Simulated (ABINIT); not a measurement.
Crystal: SnTe.

```
CELL_PARAMETERS angstrom
0.00000 3.15085 3.15085
3.15085 0.00000 3.15085
3.15085 3.15085 0.00000
ATOMIC_POSITIONS crystal
Te 0.50000 0.50000 0.50000
Sn 0.00000 0.00000 0.00000
```

Base run:

- Program: ABINIT 10.8.3 (patched build)
- Functional: PBE
- Potentials or basis: PseudoDojo NC SR PBE v0.4.1 standard
- Cutoff: 925 eV
- k mesh: 5 × 5 × 5
- Occupations: fermi-dirac, width 0.05 eV
- Spin: no spin polarisation

Its results: pressure 1.9 GPa.

Q: The run is repeated on the same cell with these changes: functional from PBE to LDA; potentials or basis from PseudoDojo NC SR PBE v0.4.1 standard to PseudoDojo NC SR LDA v0.4.1 standard. What comes out?

A: Pressure -2.0 GPa.

Caveats: the cutoff is short for stress, so the pressure is rough (some runs).
